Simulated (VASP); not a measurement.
# InAs (F-43m) in VASP: notebook

InAs is run at these levels: PBEsol; tasks: single point.

All numbers are computed with VASP 6.6.1; they aren't measurements. Logs are shortened: lines on timing, memory, paths and dates and some standing lists are left out, and cuts for length are marked.

**Experimental background.**

From a printed reference work, data compilation, for a bulk crystal of InAs at 4.2 K: band gap 0.418 eV (direct).

The results are compared with them further down.

## 1. The cell of the first run

Symmetry: F-43m, No. 216, cubic system. The conventional cell has a = 6.005 Å, b = 6.005 Å, c = 6.005 Å, α = 90.00°, β = 90.00°, γ = 90.00°. Within 3.4 Å of In (site symmetry -43m) lie 4 As at 2.60 Å. Within 3.4 Å of As (site symmetry -43m) lie 4 In at 2.60 Å.

## 2. Single point, PBEsol (27.06 Å³/atom)

Input file INCAR:

```
SYSTEM = InAs
PREC = Accurate
ENCUT = 520
EDIFF = 1E-6
ISMEAR = 0
SIGMA = 0.05
LREAL = .FALSE.
LASPH = .TRUE.
NELM = 60
ALGO = Normal
ISIF = 2
LWAVE = .FALSE.
LCHARG = .FALSE.
GGA = PS
NBANDS = 16
```

Input file KPOINTS:

```
Automatic mesh
0
G
  14 14 14
  0 0 0
```

Input file POSCAR:

```
InAs
1.0
    0.0000000000      3.0022995304      3.0022995304
    3.0022995304      0.0000000000      3.0022995304
    3.0022995304      3.0022995304      0.0000000000
In As
1 1
Direct
    0.0000000000      0.0000000000      0.0000000000
    0.2500000000      0.2500000000      0.2500000000
```

Potentials or basis: VASP PAW PBE potentials, release 64 (In_d, As).

Run with:

```sh
> cat potpaw_PBE.64/In_d/POTCAR potpaw_PBE.64/As/POTCAR > POTCAR
> mpirun -np 1 vasp_std > vasp.out
```

OUTCAR:

```text
SYSTEM = InAs
   PREC = Accurate
   ENCUT = 520
   EDIFF = 1E-6
   ISMEAR = 0
   LREAL = .FALSE.
   LASPH = .TRUE.
   NELM = 60
   ISIF = 2
   GGA = PS

 ion  position               nearest neighbor table
   1  0.000  0.000  0.000-   2 2.60   2 2.60   2 2.60   2 2.60
   2  0.250  0.250  0.250-   1 2.60   1 2.60   1 2.60   1 2.60

  LATTYP: Found a face centered cubic cell.
 ALAT       =     6.0045990608

  Lattice vectors:

 A1 = (   0.0000000000,   3.0022995304,   3.0022995304)
 A2 = (   3.0022995304,   0.0000000000,   3.0022995304)
 A3 = (   3.0022995304,   3.0022995304,   0.0000000000)

Analysis of symmetry for initial positions (statically):
=====================================================================
 Subroutine PRICEL returns:
 Original cell was already a primitive cell.

 Routine SETGRP: Setting up the symmetry group for a
 face centered cubic supercell.

 Subroutine GETGRP returns: Found 24 space group operations
 (whereof 24 operations were pure point group operations)
 out of a pool of 48 trial point group operations.

The static configuration has the point symmetry T_d .

Analysis of symmetry for dynamics (positions and initial velocities):
=====================================================================
 Subroutine PRICEL returns:
 Original cell was already a primitive cell.

 Routine SETGRP: Setting up the symmetry group for a
 face centered cubic supercell.

 Subroutine GETGRP returns: Found 24 space group operations
 (whereof 24 operations were pure point group operations)
 out of a pool of 48 trial point group operations.

The dynamic configuration has the point symmetry T_d .

 Subroutine INISYM returns: Found 24 space group operations
 (whereof 24 operations are pure point group operations),
 and found     1 'primitive' translations

----------------------------------------------------------------------------------------

                                     Primitive cell

  volume of cell :      54.1243

  direct lattice vectors                    reciprocal lattice vectors
     0.000000000  3.002299530  3.002299530    -0.166539013  0.166539013  0.166539013
     3.002299530  0.000000000  3.002299530     0.166539013 -0.166539013  0.166539013
     3.002299530  3.002299530  0.000000000     0.166539013  0.166539013 -0.166539013

  length of vectors
     4.245892714  4.245892714  4.245892714     0.288454032  0.288454032  0.288454032

  position of ions in fractional coordinates (direct lattice)
     0.000000000  0.000000000  0.000000000
     0.250000000  0.250000000  0.250000000

[... 77 lines left out ...]
   LREAL  =      F    real-space projection
   EDIFFG = 0.1E-04   stopping-criterion for IOM
   NSW    =      0    number of steps for IOM
   IBRION =     -1    ionic relax: 0-MD 1-quasi-New 2-CG
   NFREE  =      0    steps in history (QN), initial steepest desc. (CG)
   ISIF   =      2    stress and relaxation
   ISYM   =      2    0-nonsym 1-usesym 2-fastsym
   POTIM  = 0.5000    time-step for ionic-motion
   TEBEG  =    0.0;   TEEND  =   0.0 temperature during run
   PSTRESS=    0.0 pullay stress
   NELECT =      18.0000    total number of electrons
   NUPDOWN=      -1.0000    fix difference up-down
   EMIN   =  10.00;   EMAX   =-10.00  energy-range for DOS
   EFERMI =   0.00;   METHOD = LEGACY
   ISMEAR =     0;   SIGMA  =   0.05  broadening in eV -4-tet -1-fermi 0-gaus
   EFERMI_NEDOS =   21; number of points for ismear=-14 and -15
   IALGO  =     38    algorithm
   IMIX   =      4    mixing-type and parameters
     AMIX     =   0.40;   BMIX     =  1.00
     AMIX_MAG =   1.60;   BMIX_MAG =  1.00
  volume/ion in A,a.u.               =      27.06       182.62
  Fermi-wavevector in a.u.,A,eV,Ry     =   1.134231  2.143386 17.503633  1.286481
  Thomas-Fermi vector in A             =   2.270935
   LORBIT       =      0    0 simple, 1 ext, 2 COOP (PROOUT), +10 PAW based schemes
   GGA     = PS    functional components
   LHFCALC =     F    Hartree Fock is set to
   AEXX    =    0.0000 exact exchange contribution
   IVDW    =     0    specifies the selected vdW correction
   LEPSILON=     F    determine dielectric tensor
   LRPA    =     F    only Hartree local field effects (RPA)
 non-spin polarized calculation
 Gauss-broadening in eV      SIGMA  =   0.05
  energy-cutoff  :      520.00
  volume of cell :       54.12
 maximum number of plane-waves:      1472
   NGX = 15   NGY = 15   NGZ = 15

 number of electron      17.9999996 magnetization

 Free energy of the ion-electron system (eV)
  ---------------------------------------------------
  ext. energy  EPLUGINS =         0.00000000
  ---------------------------------------------------
  free energy    TOTEN  =        -8.47198742 eV

  energy without entropy =       -8.47195175  energy(sigma->0) =       -8.47196959

 E-fermi :   4.6081     XC(G=0):  -9.3770

 val. band max:        4.5888448255   @ k =   0.0000   0.0000   0.0000
 cond. band min:       5.3200951601   @ k =   0.0714   0.0000   0.0000
 fundamental gap:      0.7312503346
 Fermi energy:         4.6080617788

 k-point     1 :       0.0000    0.0000    0.0000
  band No.  band energies     occupation
      1      -9.7895      2.00000
      2      -9.7895      2.00000
      3      -9.7895      2.00000
      4      -9.6523      2.00000
      5      -9.6523      2.00000
      6      -7.4415      2.00000
[... 433 lines left out ...]
      3      -9.7562      2.00000
      4      -9.6633      2.00000
      5      -9.6434      2.00000
      6      -6.6857      2.00000
[... 8 lines left out ...]
     15      14.3275      0.00000
     16      14.3664      0.00000

 [... further k-points ...]

------------------------ aborting loop because EDIFF is reached ----------------------------------------

  FORCE on cell =-STRESS in cart. coord.  units (eV):
  Direction    XX          YY          ZZ          XY          YZ          ZX
  --------------------------------------------------------------------------------------
  -------------------------------------------------------------------------------------
  Total        0.8806752      0.8806752      0.8806752     -0.0000000     -0.0000000     -0.0000000
  in kB       26.0695971     26.0695971     26.0695971     -0.0000000     -0.0000000     -0.0000000
  external PRESSURE =      26.0695971 kB  Pullay stress =       0.0000000 kB

 VOLUME and BASIS-vectors are now :
 -----------------------------------------------------------------------------
  energy-cutoff  :      520.00
  volume of cell :       54.12
      direct lattice vectors                 reciprocal lattice vectors
     0.000000000  3.002299530  3.002299530    -0.166539013  0.166539013  0.166539013
     3.002299530  0.000000000  3.002299530     0.166539013 -0.166539013  0.166539013
     3.002299530  3.002299530  0.000000000     0.166539013  0.166539013 -0.166539013

 POSITION                                       TOTAL-FORCE (eV/Angst)
 -----------------------------------------------------------------------------------
      0.00000      0.00000      0.00000        -0.000000     -0.000000     -0.000000
      1.50115      1.50115      1.50115         0.000000      0.000000      0.000000
 -----------------------------------------------------------------------------------
    total drift:                               -0.000000     -0.000000     -0.000000

  FREE ENERGIE OF THE ION-ELECTRON SYSTEM (eV)
  ---------------------------------------------------
  free  energy   TOTEN  =        -8.4719874219 eV

  energy  without entropy=       -8.4719517547  energy(sigma->0) =       -8.47196959
```

stdout:

```text
POSCAR found type information on POSCAR InAs
 POSCAR found :  2 types and       2 ions
 scaLAPACK will be used
 -----------------------------------------------------------------------------
|                                                                             |
|                                                                             |
|     You enforced a specific xc type in the INCAR file but a different       |
|     I HOPE YOU KNOW WHAT YOU ARE DOING!                                     |
|                                                                             |
 -----------------------------------------------------------------------------

 LDA part: xc-table for (Slater+PW92), standard interpolation
 POSCAR, INCAR and KPOINTS ok, starting setup
 FFT: planning ... GRIDC
 FFT: planning ... GRID_SOFT
 FFT: planning ... GRID
 WAVECAR not read
 entering main loop
```

Run time: 89 s. Hardware: 1 thread of Intel Xeon 8259CL, shared host; peak memory 0.24 GiB.

Results:

```yaml
Free_energy: -8.4720 eV
Pressure: 2.6 GPa
Band_gap_on_the_k_mesh: zero (filled and empty bands touch)
```

Levels at points of the mesh, in eV from the Fermi level:
```tsv
k point	band 6	band 7	band 8	band 9	band 10	band 11	band 12	band 13
(0.00, 0.00, 0.00)	-12.05	-0.19	-0.02	-0.02	-0.02	3.85	3.85	3.85
(0.50, 0.00, 0.00)	-10.50	-5.94	-1.05	-1.05	0.90	4.61	4.61	6.72
(0.50, 0.50, 0.00)	-9.93	-6.00	-2.44	-2.44	1.38	1.96	9.20	9.35
```

Caveat: semilocal functionals underestimate gaps, so a narrow gap can read as zero; the PAW data sets were made with another functional, which shifts forces and pressure a little; spin-orbit coupling is left out, which moves the levels of the heavy elements.

## 3. Single point, PBEsol (27.76 Å³/atom)

This run uses another cell than the first one, of 27.76 Å³/atom.

Input file INCAR:

```
SYSTEM = InAs
PREC = Accurate ; ENCUT = 520
EDIFF = 1E-6 ; ISMEAR = 0
SIGMA = 0.05 ; LREAL = .False.
LASPH = .True. ; NELM = 100
ALGO = Normal ; ISIF = 2
LWAVE = .False. ; LCHARG = .True.
GGA = PS ; LELF = .True.
LVHAR = .True. ; NBANDS = 16
```

Input file KPOINTS:

```
Automatic mesh
0
Gamma
  14 14 14
  0 0 0
```

Input file POSCAR:

```
InAs
1.0
    0.0000000000      3.0279646234      3.0279646234
    3.0279646234      0.0000000000      3.0279646234
    3.0279646234      3.0279646234      0.0000000000
In As
1 1
Direct
    0.0000000000      0.0000000000      0.0000000000
    0.2500000000      0.2500000000      0.2500000000
```

Potentials or basis: VASP PAW PBE potentials, release 64 (In_d, As).

Run with:

```sh
> cat potpaw_PBE.64/In_d/POTCAR potpaw_PBE.64/As/POTCAR > POTCAR
> mpirun -np 1 vasp_std > vasp.out
```

Run time: 91 s. Hardware: 1 thread of Intel Xeon 8259CL, shared host; peak memory 0.24 GiB.

Results (log left out):

* Free energy: -8.4878 eV
* Pressure: 1.0 GPa
* Band gap on the k mesh: zero (filled and empty bands touch)

Levels at points of the mesh, in eV from the Fermi level:
| k point | band 7 | band 8 | band 9 | band 10 | band 11 | band 12 |
| --- | --- | --- | --- | --- | --- | --- |
| (0.00, 0.00, 0.00) | -0.32 | -0.02 | -0.02 | -0.02 | 3.83 | 3.83 |
| (0.50, 0.00, 0.00) | -5.81 | -1.01 | -1.01 | 0.84 | 4.60 | 4.60 |
| (0.50, 0.50, 0.00) | -5.88 | -2.35 | -2.35 | 1.43 | 1.96 | 9.03 |

Caveat: semilocal functionals underestimate gaps, so a narrow gap can read as zero; the PAW data sets were made with another functional, which shifts forces and pressure a little; spin-orbit coupling is left out, which moves the levels of the heavy elements.

[end of part 1 of 2]
